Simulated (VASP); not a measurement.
## VASP 6.6.1 run: CdF$_{2}$

INCAR

```
LCHARG = .FALSE.
NBANDS = 20
NSW = 0
GGA = PE
NELM = 120
ENCUT = 520
LREAL = .FALSE.
ISIF = 2
LWAVE = .FALSE.
IBRION = -1
BMIX = 0.5
ISMEAR = -1
PREC = Accurate
LASPH = .TRUE.
EDIFF = 1E-7
SIGMA = 0.02
```

KPOINTS

```
KPOINTS created by Atomic Simulation Environment
0
Gamma
8 8 8
0 0 0
```

POSCAR

```
Cd F
 1.0000000000000000
     0.0000000000000000    2.6268232390000001    2.6268232390000001
     2.6268232390000001    0.0000000000000000    2.6268232390000001
     2.6268232390000001    2.6268232390000001    0.0000000000000000
 Cd  F
   1   2
Cartesian
  0.0000000000000000  0.0000000000000000  0.0000000000000000
  1.3134116194999998  1.3134116194999998  1.3134116194999998
  3.9402348585000002  3.9402348585000002  3.9402348585000002
```

The recommended PBE PAW datasets give the neutral cell 26 valence electrons.

Command

```
mpirun -np 1 vasp_std
```

Task: Predict the outcome of this run.

Result: It converged. Results: gap between bands v and c on the k mesh 3.34 eV; least direct gap on the k mesh 3.73 eV; pressure 17.3 GPa. Band v is the last that the valence electrons fill when counted band by band, and c is the next.

OSZICAR

```
N       E                     dE             d eps       ncg     rms          rms(c)
DAV:   1     0.203970054974E+03    0.20397E+03   -0.15794E+04  1192   0.134E+03
DAV:   2    -0.341851786803E+01   -0.20739E+03   -0.19994E+03  1268   0.354E+02
DAV:   3    -0.122332821923E+02   -0.88148E+01   -0.87904E+01  1332   0.794E+01
DAV:   4    -0.122726977823E+02   -0.39416E-01   -0.39414E-01  1248   0.538E+00
DAV:   5    -0.122728351260E+02   -0.13734E-03   -0.13734E-03  1308   0.286E-01    0.116E+01
DAV:   6    -0.106098504853E+02    0.16630E+01   -0.42874E+00  1456   0.385E+01    0.894E+00
DAV:   7    -0.106588565948E+02   -0.49006E-01   -0.89951E-01  1184   0.944E+00    0.476E+00
DAV:   8    -0.106550251959E+02    0.38314E-02   -0.10333E-01  1204   0.310E+00    0.103E+00
DAV:   9    -0.106499385112E+02    0.50867E-02   -0.16761E-02  1392   0.181E+00    0.179E-01
DAV:  10    -0.106501135749E+02   -0.17506E-03   -0.23778E-03  1224   0.541E-01    0.840E-02
DAV:  11    -0.106501176749E+02   -0.41000E-05   -0.13777E-04  1264   0.171E-01    0.401E-02
DAV:  12    -0.106501250741E+02   -0.73993E-05   -0.26303E-05  1188   0.598E-02    0.115E-02
DAV:  13    -0.106501254450E+02   -0.37086E-06   -0.16678E-06  1288   0.136E-02    0.384E-03
DAV:  14    -0.106501254420E+02    0.29722E-08   -0.94030E-08  1072   0.344E-03
   1 F= -.10650125E+02 E0= -.10650125E+02  d E =-.281344E-10
```

For comparison, a separate PBE run of the intended cell, on usual settings and not on those above, gives a gap of 3.34 eV on its mesh and a pressure of 17.3 GPa.
